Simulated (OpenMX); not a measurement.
Runs of OpenMX 3.8.5 on Ge. It takes space group Cmmm (No. 65, orthorhombic). Conventional cell: a = 2.867 Å, b = 5.336 Å, c = 2.768 Å, α = 90.00°, β = 90.00°, γ = 90.00°. Ge (site symmetry mmm) is surrounded by 8 Ge at 2.77 to 3.03 Å. This isn't the form of Ge at room conditions, which is diamond.

```csv
cell,gap on the mesh (eV),pressure (GPa)
"Cmmm, 21.18 Å³/atom",none,(a)
"Cmmm, 17.25 Å³/atom",none,12.3
"Cmmm, 19.61 Å³/atom",none,(b)
"Cmmm, 18.04 Å³/atom",none,7.6
"Cmmm, 20.39 Å³/atom",none,-1.5
"Cmmm, 18.82 Å³/atom",none,4.0
```

Alike in all rows: task single point; level PBE; potentials or basis OpenMX 2013 PBE set, Ge7.0-s3p2d2, grid cutoff 300 Ry; no spin polarisation; k mesh 9 × 9 × 7; smearing fermi-dirac 0.05 eV.

Fill in the values left out.

(a) -3.5; (b) 1.0.

Caveats: the basis of atomic orbitals isn't converged, which shifts pressures, moduli and gaps.

A k mesh can miss the band edges, and the runs leave out spin-orbit coupling on Ge.

A gap of «none» marks a metal or a gap under the smearing width.
